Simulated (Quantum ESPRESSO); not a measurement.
Crystal: BaS.

```
Ba S
1.0
     0.00000    3.19375    3.19375
     3.19375    0.00000    3.19375
     3.19375    3.19375    0.00000
Ba S
1 1
Direct
  0.00000 0.00000 0.00000
  0.50000 0.50000 0.50000
```

Program: Quantum ESPRESSO 7.5. Alike in all runs: task dielectric tensor; no spin polarisation; cell as given; k mesh 6 × 6 × 6, shifted; cutoff (eV) 707; smearing fermi-dirac 0.05 eV.

Order these runs on this cell by their pressure, lowest first.
A. level PBE; potentials or basis PseudoDojo 0.4.1 SR PBE standard
B. level BLYP; potentials or basis PseudoDojo 0.4.1 SR PBE standard
C. level PBEsol; potentials or basis PseudoDojo 0.4.1 SR PBEsol standard

C (-0.9 GPa), A (1.1 GPa), B (3.5 GPa).

Caveats: this release of the barium file is off; the potentials were made for another functional, which shifts forces and pressure (some runs); the cell is more than 3 GPa from zero pressure, which shifts response properties (some runs).
